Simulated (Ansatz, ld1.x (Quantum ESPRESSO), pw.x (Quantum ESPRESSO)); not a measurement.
From atom to crystal: TM potential for selenium

- Element: Se (Z = 34)
- Generator: ld1.x (Quantum ESPRESSO) 7.5
- Type: norm-conserving Troullier–Martins (Kleinman–Bylander form)
- Functional: PBE
- Relativity: scalar-relativistic
- Frozen core: [Ar] 3d10
- Valence charge: 6
- Reference configuration: 4s2 4p4
- Partial waves: 4s (bound): rc 1.45 bohr; 4p (bound): rc 1.70 bohr; 4d channel at 2.43 Ry: rc 1.60 bohr
- Local potential: all-electron potential smoothed inside 1.60 bohr (lloc = -1)
- Core correction: none

Atomic tests: cutoffs needed: 40 Ry and 55 Ry (the cutoffs (Ry, on a coarse ladder) from which the occupation-weighted sum of valence levels, in a spherical-Bessel basis at the reference potential, stays within 10 and 1 mRy of its value at 400 Ry); ghost test: no extra level below or beside the all-electron valence levels (s, p, d, f tested) (spherical-Bessel basis up to 400 Ry, 20 bohr box); largest excitation error: -25 meV (all-electron minus pseudo) for 4s2 4p1, out of 7 test configurations.

Crystal test: fcc Se in pw.x 7.5, no spin, 13³ k-points, Fermi–Dirac smearing 0.01 Ry, cutoffs 70/280 Ry. The lattice is a test structure that the element need not adopt, and mesh and smearing are coarse.

pw.x input:

```
&control
  calculation='scf', prefix='x', pseudo_dir='./', outdir='./tmp', tstress=.true., disk_io='low'
/
&system
  ibrav=0, nat=1, ntyp=1, ecutwfc=70, ecutrho=280, nbnd=10,
  occupations='smearing', smearing='fd', degauss=0.01
/
&electrons
  conv_thr=1e-09, mixing_beta=0.4, electron_maxstep=70
/
ATOMIC_SPECIES
Se 1.0 Se.UPF
CELL_PARAMETERS angstrom
  0.00000000 2.16923430 2.16923430
  2.16923430 0.00000000 2.16923430
  2.16923430 2.16923430 0.00000000
ATOMIC_POSITIONS crystal
Se 0.0000 0.0000 0.0000
K_POINTS automatic
13 13 13 0 0 0
```

```bash
pw.x < Se.scf.in > Se.scf.out
```

Q: How does the run end?

A: It converges; the pressure is -1.53 GPa against 0.17 GPa from all-electron LAPW. This is a poor potential for the solid. The log shows:

```
Message from routine setup:
     using ibrav=0 with symmetry is DISCOURAGED, use correct ibrav instead
     lattice parameter (alat)  =       5.7972  a.u.
     unit-cell volume          =     137.7672 (a.u.)^3
     number of electrons       =         6.00
     number of Kohn-Sham states=           10
     kinetic-energy cutoff     =      70.0000  Ry
     charge density cutoff     =     280.0000  Ry
     scf convergence threshold =      1.0E-09
     Exchange-correlation= PBE
     number of k points=    84  Fermi-Dirac smearing, width (Ry)=  0.0100
     iteration #  1     ecut=    70.00 Ry     beta= 0.40
     total energy              =     -18.83801981 Ry
     estimated scf accuracy    <       0.00138503 Ry
     iteration #  2     ecut=    70.00 Ry     beta= 0.40
     total energy              =     -18.83798232 Ry
     estimated scf accuracy    <       0.00033699 Ry
     iteration #  3     ecut=    70.00 Ry     beta= 0.40
     total energy              =     -18.83801823 Ry
     estimated scf accuracy    <       0.00000369 Ry
     iteration #  4     ecut=    70.00 Ry     beta= 0.40
     total energy              =     -18.83801867 Ry
     estimated scf accuracy    <          9.1E-09 Ry
     iteration #  5     ecut=    70.00 Ry     beta= 0.40
     total energy              =     -18.83801868 Ry
     estimated scf accuracy    <          2.2E-09 Ry
     iteration #  6     ecut=    70.00 Ry     beta= 0.40
     the Fermi energy is     8.2021 ev
!    total energy              =     -18.83801868 Ry
     estimated scf accuracy    <          4.3E-10 Ry
     smearing contrib. (-TS)   =      -0.00404540 Ry
     The total energy is F=E-TS. E is the sum of the following terms:
     one-electron contribution =       4.58052667 Ry
     hartree contribution      =       0.78475977 Ry
     xc contribution           =      -4.06695707 Ry
     ewald contribution        =     -20.13230265 Ry
     convergence has been achieved in   6 iterations
          total   stress  (Ry/bohr**3)                   (kbar)     P=      -15.28
```
